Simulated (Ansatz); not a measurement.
# Cu36O slab: levels of theory, part 1 of 2

Aim: for Cu36O slab, compare levels of theory; the runs are relaxing the atoms, phonons and single point.

Computed with Ansatz 0.2.0 (DFT PBE, scalar-relativistic, plane waves, PAW, and further levels as typed in the inputs, unless a step's input says otherwise).

## (1) The structure to begin with

It takes space group P3m1 (No. 156, trigonal). The conventional cell has a = 7.669 Å, b = 7.669 Å, c = 23.261 Å, α = 90.00°, β = 90.00°, γ = 120.00°. Around Cu (site symmetry m) lie 9 Cu at 2.56 Å. Around Cu (site symmetry 3m) lie 12 Cu at 2.56 Å. Cu (site symmetry 1) is surrounded by 12 Cu at 2.56 Å. Around Cu (site symmetry m) lie 12 Cu at 2.56 Å. Only part of the 14 independent sites is listed.

Coordinates:

```cif
data_structure
_symmetry_space_group_name_H-M 'P 1'
_symmetry_Int_Tables_number 1
_cell_length_a 7.6686
_cell_length_b 7.6686
_cell_length_c 23.2614
_cell_angle_alpha 90.000
_cell_angle_beta 90.000
_cell_angle_gamma 60.000
_cell_volume 1184.66
loop_
_atom_site_label
_atom_site_type_symbol
_atom_site_fract_x
_atom_site_fract_y
_atom_site_fract_z
_atom_site_occupancy
Cu1 Cu 0.00000 0.00000 0.36541 1
Cu2 Cu 0.33333 0.00000 0.36541 1
Cu3 Cu 0.66667 0.00000 0.36541 1
Cu4 Cu 0.00000 0.33333 0.36541 1
Cu5 Cu 0.33333 0.33333 0.36541 1
Cu6 Cu 0.66667 0.33333 0.36541 1
Cu7 Cu 0.00000 0.66667 0.36541 1
Cu8 Cu 0.33333 0.66667 0.36541 1
Cu9 Cu 0.66667 0.66667 0.36541 1
Cu10 Cu 0.11111 0.11111 0.45514 1
Cu11 Cu 0.44444 0.11111 0.45514 1
Cu12 Cu 0.77778 0.11111 0.45514 1
Cu13 Cu 0.11111 0.44444 0.45514 1
Cu14 Cu 0.44444 0.44444 0.45514 1
Cu15 Cu 0.77778 0.44444 0.45514 1
Cu16 Cu 0.11111 0.77778 0.45514 1
Cu17 Cu 0.44444 0.77778 0.45514 1
Cu18 Cu 0.77778 0.77778 0.45514 1
Cu19 Cu 0.88889 0.22222 0.54486 1
Cu20 Cu 0.22222 0.22222 0.54486 1
Cu21 Cu 0.55556 0.22222 0.54486 1
Cu22 Cu 0.88889 0.55556 0.54486 1
Cu23 Cu 0.22222 0.55556 0.54486 1
Cu24 Cu 0.55556 0.55556 0.54486 1
Cu25 Cu 0.88889 0.88889 0.54486 1
Cu26 Cu 0.22222 0.88889 0.54486 1
Cu27 Cu 0.55556 0.88889 0.54486 1
Cu28 Cu 0.00000 0.00000 0.63459 1
Cu29 Cu 0.33333 0.00000 0.63459 1
Cu30 Cu 0.66667 0.00000 0.63459 1
Cu31 Cu 0.00000 0.33333 0.63459 1
Cu32 Cu 0.33333 0.33333 0.63459 1
Cu33 Cu 0.66667 0.33333 0.63459 1
Cu34 Cu 0.00000 0.66667 0.63459 1
Cu35 Cu 0.33333 0.66667 0.63459 1
Cu36 Cu 0.66667 0.66667 0.63459 1
O1 O 0.44444 0.44444 0.68617 1
```

## (2) Relaxing the atoms: Cu36O slab, no spin

input.yaml reads:

```yaml
crystal:
  lattice:
    - [7.668573042, 0.0, 0.0]
    - [3.834286521, 6.6411790651, 0.0]
    - [0.0, 0.0, 23.2613636694]
  atoms:
    - { symbol: Cu, position: [0.0, 0.0, 0.3654127987] }
    - { symbol: Cu, position: [0.3333333333, 0.0, 0.3654127987] }
    - { symbol: Cu, position: [0.6666666667, 0.0, 0.3654127987] }
    - { symbol: Cu, position: [0.0, 0.3333333333, 0.3654127987] }
    - { symbol: Cu, position: [0.3333333333, 0.3333333333, 0.3654127987] }
    - { symbol: Cu, position: [0.6666666667, 0.3333333333, 0.3654127987] }
    - { symbol: Cu, position: [0.0, 0.6666666667, 0.3654127987] }
    - { symbol: Cu, position: [0.3333333333, 0.6666666667, 0.3654127987] }
    - { symbol: Cu, position: [0.6666666667, 0.6666666667, 0.3654127987] }
    - { symbol: Cu, position: [0.1111111111, 0.1111111111, 0.4551375996] }
    - { symbol: Cu, position: [0.4444444444, 0.1111111111, 0.4551375996] }
    - { symbol: Cu, position: [0.7777777778, 0.1111111111, 0.4551375996] }
    - { symbol: Cu, position: [0.1111111111, 0.4444444444, 0.4551375996] }
    - { symbol: Cu, position: [0.4444444444, 0.4444444444, 0.4551375996] }
    - { symbol: Cu, position: [0.7777777778, 0.4444444444, 0.4551375996] }
    - { symbol: Cu, position: [0.1111111111, 0.7777777778, 0.4551375996] }
    - { symbol: Cu, position: [0.4444444444, 0.7777777778, 0.4551375996] }
    - { symbol: Cu, position: [0.7777777778, 0.7777777778, 0.4551375996] }
    - { symbol: Cu, position: [-0.1111111111, 0.2222222222, 0.5448624004] }
    - { symbol: Cu, position: [0.2222222222, 0.2222222222, 0.5448624004] }
    - { symbol: Cu, position: [0.5555555556, 0.2222222222, 0.5448624004] }
    - { symbol: Cu, position: [-0.1111111111, 0.5555555556, 0.5448624004] }
    - { symbol: Cu, position: [0.2222222222, 0.5555555556, 0.5448624004] }
    - { symbol: Cu, position: [0.5555555556, 0.5555555556, 0.5448624004] }
    - { symbol: Cu, position: [-0.1111111111, 0.8888888889, 0.5448624004] }
    - { symbol: Cu, position: [0.2222222222, 0.8888888889, 0.5448624004] }
    - { symbol: Cu, position: [0.5555555556, 0.8888888889, 0.5448624004] }
    - { symbol: Cu, position: [0.0, 0.0, 0.6345872013] }
    - { symbol: Cu, position: [0.3333333333, 0.0, 0.6345872013] }
    - { symbol: Cu, position: [0.6666666667, 0.0, 0.6345872013] }
    - { symbol: Cu, position: [0.0, 0.3333333333, 0.6345872013] }
    - { symbol: Cu, position: [0.3333333333, 0.3333333333, 0.6345872013] }
    - { symbol: Cu, position: [0.6666666667, 0.3333333333, 0.6345872013] }
    - { symbol: Cu, position: [0.0, 0.6666666667, 0.6345872013] }
    - { symbol: Cu, position: [0.3333333333, 0.6666666667, 0.6345872013] }
    - { symbol: Cu, position: [0.6666666667, 0.6666666667, 0.6345872013] }
    - { symbol: O, position: [0.4444444444, 0.4444444444, 0.6861748905] }
scf:
  occupations: { method: gaussian, width: 0.1 }
output:
  forces: true
  write_density: true
  write_potential: true
  elf: true
  volumetric_format: npy
hamiltonian:
  xc: pbe
kpoints:
  mp_grid: { grid: [4, 4, 1] }
efield:
  axis: 3
  dipole_correction: true
relax:
  f_tol: 0.01
  max_steps: 80
  constraints:
    - { sites: [0, 1, 2, 3, 4, 5, 6, 7, 8, 9, 10, 11, 12, 13, 14, 15, 16, 17] }
```

Run with:

```
ansatz run input.yaml --threads 8 --pin off --max-ram 22528MiB --backend cpu --events-out ev --progress --plain --runs-dir out
```

The log of the run (excerpt; [...] marks lines left out):

```text
Warning: RAYON_NUM_THREADS=8 ignored (pool sized by the plan → 8); use --threads N
[...]
Pseudopotentials: kind: paw
Pseudopotential: Cu, paw, valence charge 19, recommended cutoff 420 eV (normal), Cu.paw.azcp
Pseudopotential: O, paw, valence charge 6, recommended cutoff 420 eV (normal), O.paw.azcp
Functional definition: PBE
[...]
Crystal: 37 atoms, lattice volume = 1184.663 Å³
Basis set: ecut = 420 eV, 23111 PW (Γ), exchange–correlation on 108×108×320 points (8 copies of the dense FFT grid, shifted against one another)
Bands: 414, of which v1, the nominal top of the filled ones, is band 345 counted from 1 (344 counted from 0)
Symmetry: 6 space group operations
Space group: P3m1 (ITA 156), of the structure as read, at distance tolerance 1.1e-4 Å
k-points: 4 of 16 (time reversal used)
[...]
SCF iter   1: F=—  HF=-239064.181049 eV  |F-HF|=—  |Δ(HF+E_count)|=         —  Δρ=4.91e-3  dr2=8.14e-1  ethr=1.77e-3  p=-0.172 e·Å  D=-2.63e-2 V/Å  ΔV_dip=0.61 eV  dr2_dipole=2.32e-1  V_vac-E_F(+/−)=5.34/4.72 eV  ⟨swp⟩=6.8  Hψ=6625  notcnv=0  defer=137
[...]
relax step   1: F+E_penalty+E_count = -239064.19768964 eV  Δ(F+E_penalty+E_count) = +0.000e0 eV  max|allowed force component| = 5.611e-1 eV/Å  Δτ_max = 0.0000 Å  (10 SCF iters, dr2 threshold 2.50e-6 eV, accepted)
[...]
relax step   6: F+E_penalty+E_count = -239064.32021540 eV  Δ(F+E_penalty+E_count) = -1.496e-4 eV  max|allowed force component| = 5.388e-4 eV/Å  Δτ_max = 0.0023 Å  (6 SCF iters, dr2 threshold 2.41e-7 eV, accepted)
[...]
WARN: The output density's exchange-correlation potential varies sharply where the density is thin. Do not read a vacuum level from v_tot or v_xc, or from such a field of the output density. On a cell that repeats whose density bears no net charge and no dipole along the vacuum's axis use [...]
    - { symbol: Cu, position: [0.7777777777777779, 0.7777777777777778, 0.4551375996] }
    - { symbol: Cu, position: [-0.11441517644241048, 0.22387425488787197, 0.5446008553980496] }
    - { symbol: Cu, position: [0.22387425488787194, 0.22387425488787197, 0.5446008553980496] }
    - { symbol: Cu, position: [0.5549521514733621, 0.22342903038660936, 0.5449512420328685] }
    - { symbol: Cu, position: [-0.11047526653892484, 0.5542838664111831, 0.5438036891247442] }
    - { symbol: Cu, position: [0.22342903038660938, 0.5549521514733621, 0.5449512420328685] }
    - { symbol: Cu, position: [0.5549521514733622, 0.5549521514733621, 0.5449512420328685] }
    - { symbol: Cu, position: [-0.11047526653892487, 0.8895247334610753, 0.5438036891247442] }
    - { symbol: Cu, position: [0.22387425488787188, 0.8855848235575895, 0.5446008553980496] }
    - { symbol: Cu, position: [0.5542838664111831, 0.8895247334610753, 0.5438036891247442] }
    - { symbol: Cu, position: [0.00037053915016543675, 0.0003705391501654367, 0.6320733965168207] }
    - { symbol: Cu, position: [0.33259225503300255, 0.0003705391501654367, 0.6320733965168207] }
    - { symbol: Cu, position: [0.6689624974215616, -0.004591661509789624, 0.6323205279635089] }
    - { symbol: Cu, position: [0.00037053915016541095, 0.33259225503300255, 0.6320733965168207] }
    - { symbol: Cu, position: [0.3281655252878499, 0.32816552528785, 0.6373247965064552] }
    - { symbol: Cu, position: [0.6770022827576337, 0.32816552528785, 0.6373247965064552] }
    - { symbol: Cu, position: [-0.004591661509789624, 0.6689624974215618, 0.6323205279635089] }
    - { symbol: Cu, position: [0.32816552528785004, 0.6770022827576334, 0.6373247965064552] }
    - { symbol: Cu, position: [0.6689624974215618, 0.6689624974215618, 0.6323205279635089] }
    - { symbol: O, position: [0.4444444444444445, 0.44444444444444453, 0.68428230400542] }
```

Run time: 4.3 min. Hardware: 8 threads of Intel Xeon Platinum 8259CL at 2.50GHz (Skylake/Cascade Lake), shared host; peak memory 9.4 GiB.

The steps of the relaxation:

| step | E - E(step 1) (eV/cell) | largest force component (eV/Å) |
| --- | --- | --- |
| 1 | 0.0000 | 0.5611 |
| 2 | -0.0626 | 0.3479 |
| 3 | -0.1208 | 0.1664 |
| 4 | -0.1220 | 0.1122 |
| 5 | -0.1224 | 0.0417 |
| 6 | -0.1225 | 0.0005 |
| 7 | -0.1225 | 0.0005 |

Step 1 is the start.

The cell repeats along c, and a dipole correction in the vacuum removes the field between the copies.

Atoms 1, 2, 3, 4, 5, 6, 7, 8, 9, 10, 11, 12, 13, 14, 15, 16, 17, 18, counted from 1, stay fixed.

Density in a lattice plane of the grid's cell (edges 7.67 and 23.26 Å, at 0.444 of the third edge), which holds Cu and O.

Ten even steps from '0' (0.00 e/Å³) to '9' (46.75 e/Å³):
```
00000000
00000000
00000000
00000000
00000000
00000000
00000000
00000000
00000000
00000000
09012070
00000000
00000000
00000000
00000000
00000000
00000000
00000000
00000000
00000000
```
Columns run along the first of these edges and rows up along the second, over one cell in 8 and 20 even steps from the bottom left corner. Atoms in the plane (fractional): Cu at (0.11, 0.46), Cu at (0.44, 0.46), Cu at (0.78, 0.46), O at (0.44, 0.68).

ELF in the same plane.

Values, 12 rows by 6 columns:
```
0.00 0.00 0.00 0.00 0.00 0.00
0.00 0.00 0.00 0.00 0.00 0.00
0.01 0.00 0.10 0.21 0.01 0.01
0.18 0.21 0.35 0.77 0.16 0.25
0.21 0.23 0.19 0.20 0.20 0.23
0.23 0.20 0.23 0.20 0.23 0.20
0.20 0.17 0.20 0.16 0.20 0.17
0.17 0.24 0.17 0.25 0.17 0.24
0.02 0.02 0.02 0.02 0.02 0.02
0.00 0.00 0.00 0.00 0.00 0.00
0.00 0.00 0.00 0.00 0.00 0.00
0.00 0.00 0.00 0.00 0.00 0.00
```
Columns run along the first of these edges and rows up along the second, over one cell in 6 and 12 even steps from the bottom left corner. Atoms in the plane (fractional): Cu at (0.11, 0.46), Cu at (0.44, 0.46), Cu at (0.78, 0.46), O at (0.44, 0.68).

Both are smooth fields of the valence electrons: close to the nuclei they are not physical.

Maxima of ELF outside the ion cores: 0.87 beside O, off the lines to its neighbours, 0.6 Å from O.

## (3) Phonons

It takes the final geometry of step 2.

input.yaml reads:

```yaml
crystal:
  lattice:
    - [7.668573042, 0.0, 0.0]
    - [3.834286521, 6.6411790651, 0.0]
    - [0.0, 0.0, 23.2613636694]
  atoms:
    - { symbol: Cu, position: [0.0, 0.0, 0.3654127987] }
    - { symbol: Cu, position: [0.3333333333, 0.0, 0.3654127987] }
    - { symbol: Cu, position: [0.6666666667, 0.0, 0.3654127987] }
    - { symbol: Cu, position: [0.0, 0.3333333333, 0.3654127987] }
    - { symbol: Cu, position: [0.3333333333, 0.3333333333, 0.3654127987] }
    - { symbol: Cu, position: [0.6666666667, 0.3333333333, 0.3654127987] }
    - { symbol: Cu, position: [0.0, 0.6666666667, 0.3654127987] }
    - { symbol: Cu, position: [0.3333333333, 0.6666666667, 0.3654127987] }
    - { symbol: Cu, position: [0.6666666667, 0.6666666667, 0.3654127987] }
    - { symbol: Cu, position: [0.1111111111, 0.1111111111, 0.4551375996] }
    - { symbol: Cu, position: [0.4444444444, 0.1111111111, 0.4551375996] }
    - { symbol: Cu, position: [0.7777777778, 0.1111111111, 0.4551375996] }
    - { symbol: Cu, position: [0.1111111111, 0.4444444444, 0.4551375996] }
    - { symbol: Cu, position: [0.4444444444, 0.4444444444, 0.4551375996] }
    - { symbol: Cu, position: [0.7777777778, 0.4444444444, 0.4551375996] }
    - { symbol: Cu, position: [0.1111111111, 0.7777777778, 0.4551375996] }
    - { symbol: Cu, position: [0.4444444444, 0.7777777778, 0.4551375996] }
    - { symbol: Cu, position: [0.7777777778, 0.7777777778, 0.4551375996] }
    - { symbol: Cu, position: [-0.1144151764, 0.2238742549, 0.5446008554] }
    - { symbol: Cu, position: [0.2238742549, 0.2238742549, 0.5446008554] }
    - { symbol: Cu, position: [0.5549521515, 0.2234290304, 0.544951242] }
    - { symbol: Cu, position: [-0.1104752665, 0.5542838664, 0.5438036891] }
    - { symbol: Cu, position: [0.2234290304, 0.5549521515, 0.544951242] }
    - { symbol: Cu, position: [0.5549521515, 0.5549521515, 0.544951242] }
    - { symbol: Cu, position: [-0.1104752665, 0.8895247335, 0.5438036891] }
    - { symbol: Cu, position: [0.2238742549, 0.8855848236, 0.5446008554] }
    - { symbol: Cu, position: [0.5542838664, 0.8895247335, 0.5438036891] }
    - { symbol: Cu, position: [0.0003705392, 0.0003705392, 0.6320733965] }
    - { symbol: Cu, position: [0.332592255, 0.0003705392, 0.6320733965] }
    - { symbol: Cu, position: [0.6689624974, -0.0045916615, 0.632320528] }
    - { symbol: Cu, position: [0.0003705392, 0.332592255, 0.6320733965] }
    - { symbol: Cu, position: [0.3281655253, 0.3281655253, 0.6373247965] }
    - { symbol: Cu, position: [0.6770022828, 0.3281655253, 0.6373247965] }
    - { symbol: Cu, position: [-0.0045916615, 0.6689624974, 0.632320528] }
    - { symbol: Cu, position: [0.3281655253, 0.6770022828, 0.6373247965] }
    - { symbol: Cu, position: [0.6689624974, 0.6689624974, 0.632320528] }
    - { symbol: O, position: [0.4444444444, 0.4444444444, 0.684282304] }
scf:
  occupations: { method: gaussian, width: 0.1 }
output: {}
hamiltonian:
  xc: pbe
kpoints:
  mp_grid: { grid: [4, 4, 1] }
efield:
  axis: 3
  dipole_correction: true
phonons:
  method: fd
  supercell: [1, 1, 1]
  amplitude: 0.015
  rigid_motions: translations
  displaced_sites: [36]
```

Run with:

```
ansatz run input.yaml --threads 8 --pin off --max-ram 22528MiB --backend cpu --events-out ev --progress --plain --runs-dir out
```

The log of the run (excerpt; [...] marks lines left out):

```text
Warning: RAYON_NUM_THREADS=8 ignored (pool sized by the plan → 8); use --threads N
[...]
Pseudopotentials: kind: paw
Pseudopotential: Cu, paw, valence charge 19, recommended cutoff 420 eV (normal), Cu.paw.azcp
Pseudopotential: O, paw, valence charge 6, recommended cutoff 420 eV (normal), O.paw.azcp
Functional definition: PBE
[...]
Crystal: 37 atoms, lattice volume = 1184.663 Å³
Basis set: ecut = 420 eV, 23111 PW (Γ), exchange–correlation on 108×108×320 points (8 copies of the dense FFT grid, shifted against one another)
Bands: 414, of which v1, the nominal top of the filled ones, is band 345 counted from 1 (344 counted from 0)
Symmetry: 6 space group operations
k-points: 4 of 16 (time reversal used)
[...]
--- Band table (eV) ---
[...]
--- Phonons: 2 displaced members + reference (amplitude 0.015 Å, Σ member SCF iterations 22) ---
  symmetry images taken by strict's conditions (phonons.symmetry_images: auto; settled by no image being taken that strict refuses)
  force constants formed among 1 of 37 sites (O 36); the other 36 at rest. The modes move the named sites alone.
  the frequencies, the zero-point energy and the sums are of the block with the acoustic sum rule laid on its rows. Row sums over every site: 2.7e-4 eV/Å² at the most
  transpose residual: 1.0e-16 eV/Å²
  largest component of a force at the reference: 2.9e-4 eV/Å on a named site, 8.0e-2 eV/Å on a site at rest
  frequencies among the named sites at Γ of the cell (cm⁻¹): 364.09 364.09 442.60
  unstable modes among the named sites: 0
  frequencies as built, with no sum rule (cm⁻¹): 364.10 364.10 442.60
  zero-point energy: 0.072580 eV/cell   skipped modes (ω ≤ 0): 0
  not written: the harmonic force-constant file, the file of eigenvectors (these modes' are written with the force constants), the density of states and the dispersion, which are of every site
```

Run time: 3.6 min. Hardware: 8 threads of Intel Xeon Platinum 8259CL at 2.50GHz (Skylake/Cascade Lake), shared host; peak memory 12 GiB.

## (4) Single point: LDA

It takes the final geometry of step 2.

input.yaml, as its differences from that of step 3:

```diff
@@ -45,5 +45,6 @@
   occupations: { method: gaussian, width: 0.1 }
-output: {}
+output:
+  forces: true
 hamiltonian:
-  xc: pbe
+  xc: lda
 kpoints:
@@ -53,7 +54 @@
   dipole_correction: true
-phonons:
-  method: fd
-  supercell: [1, 1, 1]
-  amplitude: 0.015
-  rigid_motions: translations
-  displaced_sites: [36]
```

Run with:

```
ansatz run input.yaml --threads 8 --pin off --max-ram 22528MiB --backend cpu --events-out ev --progress --plain --runs-dir out
```

The log of the run (excerpt; [...] marks lines left out):

```text
Warning: RAYON_NUM_THREADS=8 ignored (pool sized by the plan → 8); use --threads N
[...]
Pseudopotentials: kind: paw
Pseudopotential: Cu, paw, valence charge 19, recommended cutoff 420 eV (normal), Cu.paw.azcp
Pseudopotential: O, paw, valence charge 6, recommended cutoff 420 eV (normal), O.paw.azcp
Functional definition: SPW92
[...]
Crystal: 37 atoms, lattice volume = 1184.663 Å³
Basis set: ecut = 420 eV, 23111 PW (Γ)
Bands: 382, of which v1, the nominal top of the filled ones, is band 345 counted from 1 (344 counted from 0)
Symmetry: 6 space group operations
Space group: P3m1 (ITA 156), of the structure as read, at distance tolerance 1.1e-4 Å
k-points: 4 of 16 (time reversal used)
[...]
SCF converged after 14 iterations
Free energy (F): -236547.490531 eV
[...]
E sigma→0 (E₀):  -236547.442421 eV
Entropy (-TS):   -0.096220 eV (-2.601 meV/atom)
Fermi energy:    2.509946 eV
Dipole field:    D = -0.018869 V/Å  (p = -0.123531 e·Å, saw-weighted, corrected)
Work function:   Φ+ = 5.5980 eV   Φ− = 5.1591 eV
Levels:          The Fermi level and band energies are counted from a zero that moves with the ramp; work functions are not
[...]
--- Forces (eV/Å), atoms counted from 1 ---
  atom   1  Cu     0.00216121     0.00124777     0.53467933
  atom   2  Cu    -0.00216121     0.00124777     0.53467933
  atom   3  Cu    -0.00000000     0.00566637     0.53342887
  atom   4  Cu    -0.00000000    -0.00249555     0.53467933
  atom   5  Cu     0.01927900     0.01113074     0.53505716
  atom   6  Cu    -0.01927900     0.01113074     0.53505716
  atom   7  Cu     0.00490722    -0.00283318     0.53342887
  atom   8  Cu     0.00000000    -0.02226147     0.53505716
[...]
```

Run time: 43 s. Hardware: 8 threads of Intel Xeon Platinum 8259CL at 2.50GHz (Skylake/Cascade Lake), shared host; peak memory 6.3 GiB.

## (5) Single point: RPBE

It takes the final geometry of step 2.

input.yaml, as its differences from that of step 4:

```diff
@@ -48,3 +48,3 @@
 hamiltonian:
-  xc: lda
+  xc: rpbe
 kpoints:
```

Run with:

```
ansatz run input.yaml --threads 8 --pin off --max-ram 22528MiB --backend cpu --events-out ev --progress --plain --runs-dir out
```

The log of the run (excerpt; [...] marks lines left out):

```text
Warning: RAYON_NUM_THREADS=8 ignored (pool sized by the plan → 8); use --threads N
[...]
Pseudopotentials: kind: paw
Pseudopotential: Cu, paw, valence charge 19, recommended cutoff 420 eV (normal), Cu.paw.azcp
Pseudopotential: O, paw, valence charge 6, recommended cutoff 420 eV (normal), O.paw.azcp
Functional definition: RPBE
[...]
Crystal: 37 atoms, lattice volume = 1184.663 Å³
Basis set: ecut = 420 eV, 23111 PW (Γ), exchange–correlation on 108×108×320 points (8 copies of the dense FFT grid, shifted against one another)
Bands: 382, of which v1, the nominal top of the filled ones, is band 345 counted from 1 (344 counted from 0)
Symmetry: 6 space group operations
Space group: P3m1 (ITA 156), of the structure as read, at distance tolerance 1.1e-4 Å
k-points: 4 of 16 (time reversal used)
[...]
SCF converged after 12 iterations
Free energy (F): -239253.966119 eV
[...]
E sigma→0 (E₀):  -239253.918924 eV
Entropy (-TS):   -0.094390 eV (-2.551 meV/atom)
Fermi energy:    3.073742 eV
Dipole field:    D = -0.017691 V/Å  (p = -0.115818 e·Å, saw-weighted, corrected)
Work function:   Φ+ = 5.0426 eV   Φ− = 4.6311 eV
Levels:          The Fermi level and band energies are counted from a zero that moves with the ramp; work functions are not
[...]
--- Forces (eV/Å), atoms counted from 1 ---
  atom   1  Cu     0.00285118     0.00164613    -0.14009698
  atom   2  Cu    -0.00285118     0.00164613    -0.14009698
  atom   3  Cu     0.00000000     0.00525165    -0.13879512
  atom   4  Cu    -0.00000000    -0.00329226    -0.14009698
  atom   5  Cu     0.01773719     0.01024057    -0.13773548
  atom   6  Cu    -0.01773719     0.01024057    -0.13773548
  atom   7  Cu     0.00454806    -0.00262582    -0.13879512
  atom   8  Cu     0.00000000    -0.02048115    -0.13773548
[...]
```

Wall time 41 s (8 threads of Intel Xeon Platinum 8259CL at 2.50GHz (Skylake/Cascade Lake), shared host); peak memory 6.4 GiB.

(Continued in part 2 of 2.)
